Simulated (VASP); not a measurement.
# MgTe in VASP: work function with PBE

Aim: the work function of MgTe with PBE.

Program: VASP 6.6.1. These are calculated values, not measurements. Logs are shortened: lines on timing, memory, paths and dates and some standing lists are left out, and cuts for length are marked.

### Step 1. The cell of the first run

The cell holds a slab with vacuum, 6 atoms: a = 4.571 Å, b = 4.571 Å, c = 23.397 Å, α = 90.00°, β = 90.00°, γ = 120.00°.

### Step 2. Work function, PBE (the (1 1 1) slab of MgTe, cut from the database cell, not relaxed)

File INCAR:

```
SYSTEM = MgTe
PREC = Accurate
ENCUT = 520
EDIFF = 1E-7
ISMEAR = 0
SIGMA = 0.05
LREAL = .FALSE.
LASPH = .TRUE.
NELM = 80
ALGO = Normal
ISIF = 2
LWAVE = .FALSE.
LCHARG = .TRUE.
LDIPOL = .TRUE.
IDIPOL = 3
DIPOL = 0.5 0.5 0.500
GGA = PE
LELF = .TRUE.
LVHAR = .TRUE.
LVACPOTAV = .TRUE.
```

File KPOINTS:

```
Automatic mesh
0
G
  7 7 1
  0 0 0
```

File POSCAR:

```
MgTe
1.0
    4.5707365703      0.0000000000      0.0000000000
   -2.2853682852      3.9583739839      0.0000000000
    0.0000000000      0.0000000000     23.3969792595
Te Mg
3 3
Direct
    0.0000000000      0.0000000000      0.3205542013
    0.3333333333      0.6666666667      0.4800615779
    0.6666666667      0.3333333333      0.6395689545
    0.3333333333      0.6666666667      0.3604310455
    0.6666666667      0.3333333333      0.5199384221
    0.0000000000      0.0000000000      0.6794457987
```

Potentials or basis: VASP PAW PBE potentials, release 64 (Te, Mg).

Started as:

```bash
cat potpaw_PBE.64/Te/POTCAR potpaw_PBE.64/Mg/POTCAR > POTCAR
mpirun -np 1 vasp_std > vasp.out
```

OUTCAR:

```text
SYSTEM = MgTe
   PREC = Accurate
   ENCUT = 520
   EDIFF = 1E-7
   ISMEAR = 0
   LREAL = .FALSE.
   LASPH = .TRUE.
   NELM = 80
   ISIF = 2
   GGA = PE

 ion  position               nearest neighbor table
   1  0.000  0.000  0.321-   4 2.80   4 2.80   4 2.80
   2  0.333  0.667  0.480-   4 2.80   5 2.80   5 2.80   5 2.80
   3  0.667  0.333  0.640-   5 2.80   6 2.80   6 2.80   6 2.80
   4  0.333  0.667  0.360-   2 2.80   1 2.80   1 2.80   1 2.80
   5  0.667  0.333  0.520-   3 2.80   2 2.80   2 2.80   2 2.80
   6  0.000  0.000  0.679-   3 2.80   3 2.80   3 2.80

  LATTYP: Found a hexagonal cell.
 ALAT       =     4.5707365703
 C/A-ratio  =     5.1188640823

  Lattice vectors:

 A1 = (   4.5707365703,   0.0000000000,   0.0000000000)
 A2 = (  -2.2853682852,   3.9583739839,   0.0000000000)
 A3 = (   0.0000000000,   0.0000000000,  23.3969792595)

Analysis of symmetry for initial positions (statically):
=====================================================================
 Subroutine PRICEL returns:
 Original cell was already a primitive cell.

 Routine SETGRP: Setting up the symmetry group for a
 hexagonal supercell.

 Subroutine GETGRP returns: Found  6 space group operations
 (whereof  6 operations were pure point group operations)
 out of a pool of 24 trial point group operations.

The static configuration has the point symmetry C_3v.

Analysis of symmetry for dynamics (positions and initial velocities):
=====================================================================
 Subroutine PRICEL returns:
 Original cell was already a primitive cell.

 Routine SETGRP: Setting up the symmetry group for a
 hexagonal supercell.

 Subroutine GETGRP returns: Found  6 space group operations
 (whereof  6 operations were pure point group operations)
 out of a pool of 24 trial point group operations.

The dynamic configuration has the point symmetry C_3v.

 Subroutine INISYM returns: Found  6 space group operations
 (whereof  6 operations are pure point group operations),
 and found     1 'primitive' translations

----------------------------------------------------------------------------------------

                                     Primitive cell

  volume of cell :     423.3142

  direct lattice vectors                    reciprocal lattice vectors
     4.570736570  0.000000000  0.000000000     0.218783118  0.126314492  0.000000000
    -2.285368285  3.958373984  0.000000000     0.000000000  0.252628985  0.000000000
     0.000000000  0.000000000 23.396979260     0.000000000  0.000000000  0.042740560

  length of vectors
     4.570736570  4.570736570 23.396979260     0.252628985  0.252628985  0.042740560

  position of ions in fractional coordinates (direct lattice)
     0.000000000  0.000000000  0.320554201
     0.333333333  0.666666667  0.480061578
     0.666666667  0.333333333  0.639568954
     0.333333333  0.666666667  0.360431046
     0.666666667  0.333333333  0.519938422
     0.000000000  0.000000000  0.679445799

  ion indices of the primitive-cell ions
   primitive index   ion index
                 1           1
                 2           2
                 3           3
                 4           4
                 5           5
                 6           6

----------------------------------------------------------------------------------------

 KPOINTS: Automatic mesh

Automatic generation of k-mesh.
 Grid dimensions read from file:
 generate k-points for:    7    7    1

 Generating k-lattice:

  Cartesian coordinates                     Fractional coordinates (reciprocal lattice)
     0.031254731  0.018044927  0.000000000     0.142857143  0.000000000  0.000000000
     0.000000000  0.036089855  0.000000000     0.000000000  0.142857143  0.000000000
     0.000000000  0.000000000  0.042740560     0.000000000  0.000000000  1.000000000

  Length of vectors
     0.036089855  0.036089855  0.042740560

  Shift w.r.t. Gamma in fractional coordinates (k-lattice)
     0.000000000  0.000000000  0.000000000

 Subroutine IBZKPT returns following result:
 ===========================================

 Found      8 irreducible k-points:

 Following reciprocal coordinates:
            Coordinates               Weight
  0.000000  0.000000  0.000000      1.000000
  0.142857  0.000000  0.000000      6.000000
  0.285714  0.000000  0.000000      6.000000
  0.428571  0.000000  0.000000      6.000000
  0.142857  0.142857  0.000000      6.000000
  0.285714  0.142857  0.000000     12.000000
  0.428571  0.142857  0.000000      6.000000
  0.285714  0.285714  0.000000      6.000000
   k-points           NKPTS =      8   k-points in BZ     NKDIM =      8   number of bands    NBANDS=     16
   number of dos      NEDOS =    301   number of ions     NIONS =      6
   total plane-waves  NPLWV = 233280
   dimension x,y,z NGX =    36 NGY =   36 NGZ =  180
   dimension x,y,z NGXF=    72 NGYF=   72 NGZF=  360
   ions per type =               3   3
   NGX,Y,Z   is equivalent  to a cutoff of  13.09, 13.09, 12.79 a.u.
   NGXF,Y,Z  is equivalent  to a cutoff of  26.19, 26.19, 25.58 a.u.
 SYSTEM =  MgTe
   PREC   = accura    normal or accurate (medium, high low for compatibility)
   ISTART =      0    job   : 0-new  1-cont  2-samecut
   ICHARG =      2    charge: 1-file 2-atom 10-const
   ISPIN  =      1    spin polarized calculation?
   LNONCOLLINEAR =      F non collinear calculations
   LSORBIT =      F    spin-orbit coupling
   LASPH  =      T    aspherical Exc in radial PAW
   ENCUT  =  520.0 eV  38.22 Ry    6.18 a.u.   8.50  8.50 43.50*2*pi/ulx,y,z
   NELM   =     80;   NELMIN=  2; NELMDL= -5     # of ELM steps
   EDIFF  = 0.1E-06   stopping-criterion for ELM
   LREAL  =      F    real-space projection
   EDIFFG = 0.1E-05   stopping-criterion for IOM
   NSW    =      0    number of steps for IOM
   IBRION =     -1    ionic relax: 0-MD 1-quasi-New 2-CG
   NFREE  =      0    steps in history (QN), initial steepest desc. (CG)
   ISIF   =      2    stress and relaxation
   ISYM   =      2    0-nonsym 1-usesym 2-fastsym
   POTIM  = 0.5000    time-step for ionic-motion
   TEBEG  =    0.0;   TEEND  =   0.0 temperature during run
   PSTRESS=    0.0 pullay stress
   NELECT =      24.0000    total number of electrons
   NUPDOWN=      -1.0000    fix difference up-down
   EMIN   =  10.00;   EMAX   =-10.00  energy-range for DOS
   EFERMI =   0.00;   METHOD = LEGACY
   ISMEAR =     0;   SIGMA  =   0.05  broadening in eV -4-tet -1-fermi 0-gaus
   EFERMI_NEDOS =   21; number of points for ismear=-14 and -15
   IALGO  =     38    algorithm
   IMIX   =      4    mixing-type and parameters
     AMIX     =   0.40;   BMIX     =  1.00
     AMIX_MAG =   1.60;   BMIX_MAG =  1.00
  volume/ion in A,a.u.               =      70.55       476.11
  Fermi-wavevector in a.u.,A,eV,Ry     =   0.628914  1.188474  5.381544  0.395532
  Thomas-Fermi vector in A             =   1.691022
   LORBIT       =      0    0 simple, 1 ext, 2 COOP (PROOUT), +10 PAW based schemes
   GGA     = PE    functional components
   LHFCALC =     F    Hartree Fock is set to
   AEXX    =    0.0000 exact exchange contribution
   IVDW    =     0    specifies the selected vdW correction
   LEPSILON=     F    determine dielectric tensor
   LRPA    =     F    only Hartree local field effects (RPA)
 non-spin polarized calculation
 Gauss-broadening in eV      SIGMA  =   0.05
  energy-cutoff  :      520.00
  volume of cell :      423.31
 maximum number of plane-waves:     11493
 NGX is ok and might be reduce to    36
   NGX = 17   NGY = 17   NGZ = 87

 number of electron      24.0000001 magnetization

 dipolmoment           0.000000      0.000000     -0.377999 electrons x Angstroem

 Free energy of the ion-electron system (eV)
  ---------------------------------------------------
  ext. energy  EPLUGINS =         0.00000000
  ---------------------------------------------------
  free energy    TOTEN  =       -17.34933577 eV

  energy without entropy =      -17.34237980  energy(sigma->0) =      -17.34585778

 E-fermi :  -0.8138     XC(G=0):  -4.3609

 val. band max:       -0.8145597680   @ k =   0.1429   0.0000   0.0000
 cond. band min:      -0.7117151538   @ k =   0.1429   0.1429   0.0000
 fundamental gap:      0.1028446141
 Fermi energy:        -0.8137976874

 k-point     1 :       0.0000    0.0000    0.0000
  band No.  band energies     occupation
      1     -13.1385      2.00000
      2     -11.7306      2.00000
      3     -10.3076      2.00000
      4      -5.5145      2.00000
      5      -3.6819      2.00000
      6      -3.4458      2.00000
      7      -3.4458      2.00000
      8      -2.0504      2.00000
      9      -2.0504      2.00000
     10      -1.5786      2.00000
     11      -0.8891      1.96685
     12      -0.6993      0.00121
     13      -0.6993      0.00121
     14       0.4040      0.00000
     15       1.3262      0.00000
     16       1.8847      0.00000

 k-point     2 :       0.1429    0.0000    0.0000
  band No.  band energies     occupation
      1     -13.0679      2.00000
      2     -11.6614      2.00000
      3     -10.2384      2.00000
      4      -5.4309      2.00000
      5      -4.2577      2.00000
      6      -3.5841      2.00000
      7      -3.4762      2.00000
      8      -2.7698      2.00000
      9      -2.1833      2.00000
     10      -1.4225      2.00000
     11      -1.2077      2.00000
     12      -0.8292      1.33643
     13      -0.8146      1.01720
     14       0.8921      0.00000
     15       1.7536      0.00000
     16       2.0060      0.00000

 k-point     3 :       0.2857    0.0000    0.0000
  band No.  band energies     occupation
      1     -12.8971      2.00000
      2     -11.4949      2.00000
      3     -10.0717      2.00000
      4      -5.4592      2.00000
      5      -5.0577      2.00000
      6      -3.8551      2.00000
      7      -3.7087      2.00000
      8      -3.4577      2.00000
      9      -2.4470      2.00000
     10      -2.2649      2.00000
     11      -1.0883      2.00000
     12      -1.0734      2.00000
     13      -0.6882      0.00038
     14       0.7388      0.00000
     15       1.6822      0.00000
     16       2.1334      0.00000

 k-point     4 :       0.4286    0.0000    0.0000
  band No.  band energies     occupation
      1     -12.7454      2.00000
      2     -11.3480      2.00000
      3      -9.9249      2.00000
      4      -6.0117      2.00000
      5      -5.1226      2.00000
      6      -4.0748      2.00000
      7      -4.0434      2.00000
      8      -3.6603      2.00000
      9      -2.6320      2.00000
     10      -2.6255      2.00000
     11      -1.2709      2.00000
     12      -1.0193      2.00000
     13      -0.5983      0.00000
     14       0.3063      0.00000
     15       1.4560      0.00000
     16       1.9234      0.00000

 k-point     5 :       0.1429    0.1429    0.0000
  band No.  band energies     occupation
      1     -12.9465      2.00000
      2     -11.5429      2.00000
      3     -10.1198      2.00000
      4      -5.3522      2.00000
      5      -4.8932      2.00000
      6      -3.9389      2.00000
      7      -3.4291      2.00000
      8      -3.4000      2.00000
      9      -2.5352      2.00000
     10      -1.9911      2.00000
     11      -1.1674      2.00000
     12      -1.0537      2.00000
     13      -0.7117      0.00389
     14       1.4109      0.00000
     15       1.8021      0.00000
     16       2.0255      0.00000

 k-point     6 :       0.2857    0.1429    0.0000
  band No.  band energies     occupation
      1     -12.7815      2.00000
      2     -11.3826      2.00000
      3      -9.9595      2.00000
      4      -5.7471      2.00000
      5      -5.0562      2.00000
      6      -4.3524      2.00000
      7      -3.9050      2.00000
      8      -3.5242      2.00000
      9      -2.9207      2.00000
     10      -2.4540      2.00000
     11      -1.5515      2.00000
     12      -0.9621      1.99997
     13      -0.5646      0.00000
     14       1.0236      0.00000
     15       1.7602      0.00000
     16       2.4393      0.00000

 k-point     7 :       0.4286    0.1429    0.0000
  band No.  band energies     occupation
      1     -12.7023      2.00000
      2     -11.3061      2.00000
      3      -9.8830      2.00000
      4      -6.0074      2.00000
      5      -5.0888      2.00000
      6      -4.5041      2.00000
      7      -4.0115      2.00000
      8      -3.6441      2.00000
      9      -3.0715      2.00000
     10      -2.5775      2.00000
     11      -1.6940      2.00000
     12      -0.9224      1.99787
     13      -0.5221      0.00000
     14       0.7614      0.00000
     15       1.7946      0.00000
     16       2.1935      0.00000

 k-point     8 :       0.2857    0.2857    0.0000
  band No.  band energies     occupation
      1     -12.6838      2.00000
      2     -11.2880      2.00000
      3      -9.8647      2.00000
      4      -5.8329      2.00000
      5      -5.0135      2.00000
      6      -4.9515      2.00000
      7      -3.8459      2.00000
      8      -3.6315      2.00000
      9      -3.4803      2.00000
     10      -2.4507      2.00000
     11      -2.1287      2.00000
     12      -0.8980      1.98274
     13      -0.4344      0.00000
     14       1.2466      0.00000
     15       1.7968      0.00000
     16       2.5401      0.00000

------------------------ aborting loop because EDIFF is reached ----------------------------------------

  FORCE on cell =-STRESS in cart. coord.  units (eV):
  Direction    XX          YY          ZZ          XY          YZ          ZX
  --------------------------------------------------------------------------------------
  -------------------------------------------------------------------------------------
  Total       -0.3545900     -0.3545900      1.8728649      0.0000000      0.0000000      0.0000000
  in kB       -1.3420671     -1.3420671      7.0884980      0.0000000      0.0000000      0.0000000
  external PRESSURE =       1.4681213 kB  Pullay stress =       0.0000000 kB

 VOLUME and BASIS-vectors are now :
 -----------------------------------------------------------------------------
  energy-cutoff  :      520.00
  volume of cell :      423.31
      direct lattice vectors                 reciprocal lattice vectors
     4.570736570  0.000000000  0.000000000     0.218783118  0.126314492  0.000000000
    -2.285368285  3.958373984  0.000000000     0.000000000  0.252628985  0.000000000
     0.000000000  0.000000000 23.396979260     0.000000000  0.000000000  0.042740560

 POSITION                                       TOTAL-FORCE (eV/Angst)
 -----------------------------------------------------------------------------------
      0.00000      0.00000      7.50000         0.000000     -0.000000      0.109470
     -0.00000      2.63892     11.23199         0.000000     -0.000000      0.731620
      2.28537      1.31946     14.96398        -0.000000      0.000000      0.836206
     -0.00000      2.63892      8.43300        -0.000000      0.000000     -0.549754
      2.28537      1.31946     12.16499         0.000000     -0.000000     -0.761924
      0.00000      0.00000     15.89698        -0.000000      0.000000     -0.365619
 -----------------------------------------------------------------------------------
    total drift:                                0.000000     -0.000000     -0.000082

  FREE ENERGIE OF THE ION-ELECTRON SYSTEM (eV)
  ---------------------------------------------------
  free  energy   TOTEN  =       -17.3493357676 eV

  energy  without entropy=      -17.3423797974  energy(sigma->0) =      -17.34585778

 vacuum level on the upper side and lower side of the slab         1.687         5.471
```

Wall time 2.2 min (1 thread of Intel Xeon Platinum 8559C (Emerald Rapids), shared host); peak memory 0.54 GiB.

What came out:

```
Free energy                     : -17.3493 eV
Largest force                   : 0.836 eV/Å
Band gap on the k mesh          : none (metal or under the smearing width)
Work function of the upper face : 2.50 eV
Work function of the lower face : 6.28 eV
```

Forces on the atoms (eV/Å):
```
Te   0.000  0.000  0.109
Te   0.000  0.000  0.732
Te   0.000  0.000  0.836
Mg   0.000  0.000 -0.550
Mg   0.000  0.000 -0.762
Mg   0.000  0.000 -0.366
```
